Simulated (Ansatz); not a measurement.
Pd:

```
Pd
1.0
    -1.57228    1.57228    1.57228
     1.57228   -1.57228    1.57228
     1.57228    1.57228   -1.57228
Pd
1
Direct
  0.00000 0.00000 0.00000
```

This isn't the form of Pd at room conditions, which is fcc.

- Program: Ansatz 0.2.0
- Task: relaxation of cell and atoms
- Functional: HSE06
- Potentials or basis: Ansatz PAW
- Cutoff: 420 eV (not typed: the program's choice for these potentials)
- k mesh: 6 × 6 × 6
- Occupations: fermi-dirac, width 0.05 eV
- Spin: no spin polarisation

At the start: volume 15.55 Å³/atom.

**Question.** How do energy, volume and symmetry change on relaxing?

**Answer.** It ends after 7 steps and the volume is 14.90 Å³/atom (-4.2 %); space group Im-3m (No. 229, to 0.05 Å).

Step by step:
| step | energy change (eV) | largest force (eV/Å) | volume (Å³) |
| --- | --- | --- | --- |
| 1 | 0.0000 | 0.0000 | 15.55 |
| 2 | -0.0079 | 0.0000 | 14.44 |
| 3 | -0.0153 | 0.0000 | 14.94 |
| 4 | -0.0155 | 0.0000 | 14.90 |
| 5 | -0.0141 | 0.0000 | 14.90 |
| 6 | -0.0141 | 0.0000 | 14.90 |
| 7 | -0.0141 | 0.0000 | 14.90 |

Final structure:
```
Pd
1.0
    -1.55018    1.55018    1.55018
     1.55018   -1.55018    1.55018
     1.55018    1.55018   -1.55018
Pd
1
Cartesian
  0.0000 0.0000 0.0000
```

Caveat: the k mesh is coarse (spacing up to 0.47 Å⁻¹), so the values aren't converged, least of all with exact exchange; the plane-wave basis is chosen anew once the cell has moved, so the energies of steps on either side of that aren't comparable; the PAW data sets come from PBE, with cores solved anew for the run's functional, which leaves a small shift of forces and pressure.
